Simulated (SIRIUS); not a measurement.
**HgSe: equation of state with PBEsol**

**Experimental background.**

“The pseudo-binary mercury chalcogenide alloy HgSe0.7S0.3 at high pressure: a mechanism of the zinc blende/cinnabar reconstructive phase transition”, 2002, arxiv:cond-mat/0209548 quotes, for a bulk crystal of HgSe: bulk modulus 51.6 ± 0.2 GPa.

The system is HgSe.

```
Hg Se
1.0
     0.00000    3.03900    3.03900
     3.03900    0.00000    3.03900
     3.03900    3.03900    0.00000
Hg Se
1 1
Direct
  0.00000 0.00000 0.00000
  0.75000 0.75000 0.75000
```

* Program: SIRIUS 7.12.0
* Task: equation of state
* Functional: PBEsol
* Potentials or basis: PseudoDojo 0.4.1 PBEsol standard (scalar relativistic)
* Cutoff: 1177 eV
* Density cutoff: 4707 eV
* k mesh: 8 × 8 × 8
* Occupations: fermi-dirac, width 0.05 eV
* Spin: no spin polarisation

The equilibrium volume is 28.80 Å³/atom and the bulk modulus is 52 GPa. The pressure derivative of the bulk modulus is 5.0.

Energy against volume, from the lowest point:
| volume (Å³/atom) | energy (meV/atom) |
| --- | --- |
| 26.383 | 39.06 |
| 26.944 | 22.02 |
| 27.505 | 10.21 |
| 28.067 | 3.04 |
| 28.628 | 0.00 |
| 29.189 | 0.63 |
| 29.751 | 4.52 |

All runs of the series together: 3.1 min on 4 threads of Intel(R) Xeon(R) Platinum 8488C (Sapphire Rapids), on a shared host.

Measured bulk modulus of HgSe: 51.6 GPa (quoted in “The pseudo-binary mercury chalcogenide alloy HgSe0.7S0.3 at high pressure: a mechanism of the zinc blende/cinnabar reconstructive phase transition”, 2002, arxiv:cond-mat/0209548). This calculation gives 52 GPa (+0.3 %). The fit is for a static lattice scaled at fixed shape and fixed fractional positions.

Spin-orbit coupling is left out, which matters for the levels of Hg.
